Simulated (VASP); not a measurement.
Cu: single point with PBE

The system is Cu.

```
CELL_PARAMETERS angstrom
2.56757 0.00000 0.00000
-1.28378 2.22358 0.00000
0.00000 0.00000 4.19266
ATOMIC_POSITIONS crystal
Cu 0.33333 0.66667 0.25000
Cu 0.66667 0.33333 0.75000
```

This isn't the form of Cu at room conditions, which is fcc.

```yaml
Program: VASP 6.6.1
Task: single point
Functional: PBE
Potentials_or_basis: VASP PAW PBE potentials, release 64 (Cu)
Cutoff: 520 eV
k_mesh: 21 × 21 × 10
Occupations: gaussian, width 0.15 eV
Spin: no spin polarisation
Dipole_correction: no
Further_INCAR_settings: ALGO = Fast; EDIFF = 1e-06; NBANDS = 18
```

```
Pressure               : 1.2 GPa
Band gap on the k mesh : none (metal or under the smearing width)
```

Stress tensor (GPa, compression positive):
```
0.73 0.00 0.00
0.00 0.73 0.00
0.00 0.00 2.20
```

Levels at points of the mesh, in eV from the Fermi level:
```tsv
k point	band 9	band 10	band 11	band 12	band 13	band 14
(0.00, 0.00, 0.00)	-2.46	-1.73	-1.73	-0.97	3.68	21.23
(0.00, 0.00, 0.50)	-1.95	-1.95	-1.95	-1.95	12.33	12.33
```

Wall time 45 s on 1 thread of Intel(R) Xeon(R) 6975P-C (Granite Rapids), on a shared host, peak memory 0.21 GiB.
